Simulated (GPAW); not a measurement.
**TiB2 in GPAW: the effect of strain hydrostatic**

TiB2:

```
CELL_PARAMETERS angstrom
2.90803 0.00000 0.00000
-1.45402 2.51843 0.00000
0.00000 0.00000 3.09926
ATOMIC_POSITIONS crystal
Ti 0.00000 0.00000 0.00000
B 0.66667 0.33333 0.50000
B 0.33333 0.66667 0.50000
```

Alike in all runs:

- Program: GPAW 26.7.0
- Task: single point
- Functional: PBEsol
- Potentials or basis: PAW data sets generated in the run's folder for this functional
- Cutoff: 800 eV
- Basis: pw
- k mesh: 10 × 10 × 8
- Occupations: fermi-dirac, width 0.05 eV
- Spin: no spin polarisation
- Maxiter: 150

```csv
strain hydrostatic,pressure (GPa)
-0.04,34.4
-0.02,12.5
-0.01,3.4
0,?
0.01,-11.6
0.02,-17.8
0.04,-27.9
```

What does the run with strain hydrostatic 0 give?

Pressure -4.6 GPa.

Worked out: A parabola through the other rows of the pressure, of slope -773 GPa per unit of strain hydrostatic there, gives -4.6 GPa, against the run's -4.6.

Caveats: the density grid can change from cell to cell, which puts small steps into energies and stress.
